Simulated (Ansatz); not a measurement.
## Moving the dispersion correction in NiO

The cell as given:

```
Ni O
1.0
     2.50462    0.00000    0.00000
     0.00000    2.50462    0.00000
     0.00000    0.00000    2.50462
Ni O
1 1
Direct
  0.00000 0.00000 0.00000
  0.50000 0.50000 0.50000
```

Measurements of this composition are mostly on another form, of space group No. 225.

Kept alike: task relaxation of cell and atoms; functional PBE; k mesh 11 × 11 × 11; occupations fermi-dirac, width 0.05 eV; collinear spin, ferromagnetic start. Program: Ansatz, Ansatz PAW, cutoff 420 eV. The mesh is that of the run's cell of 2 atoms. No spin-orbit coupling.

| dispersion correction | volume (Å³/atom) |
| --- | --- |
| D3(BJ) | 8.805 |
| D3(BJ)-ATM | 8.828 |
| D4 | 8.789 |
| none | 8.912 |

The relaxations keep at least the cell's symmetry (Pm-3m). For a metal such a mesh leaves the last digits unconverged. Relaxations stop with a little pressure left, so the last digits of a volume or edge aren't settled. Ansatz's relaxations hold a Pulay term in the stress (up to 0.8 GPa here). The runs hold the magnetic state that their start led to, which needn't be the lowest.

Question: What does the dispersion correction change here?

Answer: The volume runs from 8.789 (D4) to 8.912 Å³/atom (none). Against no correction: D3(BJ) -1.2 %; D3(BJ)-ATM -0.9 %; D4 -1.4 %. Dispersion terms mostly attract and so lower the volume; the schemes' coefficients and damping set how far.
